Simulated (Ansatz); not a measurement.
## Cs: energy along a strain

Cs, Im-3m, a = 6.045 Å (as given, not relaxed at this level: 0.1 GPa). Ansatz: PBE, PAW, 420 eV, Γ-centred 12×12×12 mesh on 1 atom, Gaussian smearing 0.15 eV; no spin polarisation. Cell vectors (Å): -3.022 3.022 3.022; 3.022 -3.022 3.022; 3.022 3.022 -3.022. The cell is strained by x per cent times the pattern (0 0 0 0 1 0) in the order xx yy zz yz xz xy (engineering shears), with fractional coordinates held. y is the free energy over the start, V0 = 110.448 Å³/atom. Symmetry makes y even in x.

| x (%) | y (meV/atom) |
| --- | --- |
| -6.00 | ? |
| -3.00 | 0.49 |
| 0.00 | 0.00 |
| 0.75 | 0.03 |
| 1.50 | 0.12 |
| 2.25 | 0.27 |
| 3.75 | 0.76 |
| 4.50 | 1.10 |
| 5.25 | 1.50 |

Task: Fit y = c2 x² + c4 x⁴ to the other rows, get the stiffness along the pattern, and predict the missing energy.

Result: Least squares on the rows shown. y = 0.05386 x² + 2.096×10⁻⁵ x⁴. The clamped-ion stiffness p·C·p = 2 × 0.5386 eV × 160.2 / 110.448 Å³ = 1.6 GPa, which is C55 in these axes (C44 of the cubic crystal). At x = -6.00 the fit asked for gives 1.97 meV/atom. The run gave 1.96 meV/atom, so the fit is 0.01 meV/atom too high, a small miss on the scale of the series.